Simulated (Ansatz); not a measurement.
# W: opening a crack plane

W, Im-3m, a = 3.184 Å. Ansatz: PBE, PAW, 420 eV, Γ-centred 22×22×7 mesh on 4 atoms, Gaussian smearing 0.15 eV; no spin polarisation. One cut on (011) per cell of 4 atoms is opened rigidly by x, between planes of W and W that stand 2.25 Å apart; y is the energy per area (7.167 Å², 1 eV/Å² = 16.02 J/m²).

```tsv
x (Å)	y (J/m²)
0.00	0.000
0.25	0.472
0.50	1.468
0.75	2.585
1.00	3.607
1.50	?
2.00	5.910
3.00	6.500
4.50	6.613
6.00	6.620
```

Task: Fit the universal binding curve y = W[1 − (1 + x/l) e^(−x/l)] to the other rows, give the peak stress, and predict the missing value.

Result: Least squares gives W = 6.66 J/m² and l = 0.553 Å. The stress dy/dx peaks at x = l with W/(e l) = 44.3 GPa, for rigid faces. At x = 1.50: x/l = 2.712, y = 5.019 J/m². The run gave 5.094 J/m², so the fit is 0.075 J/m² too low, within twice the rms miss on the fitted rows (0.043 J/m²).

Spin–orbit coupling is left out, which can shift energies with elements as heavy as these.

Cost: 12 runs of about 10 core-minutes in all, on AMD EPYC 7R32 (Zen 2) (shared hosts).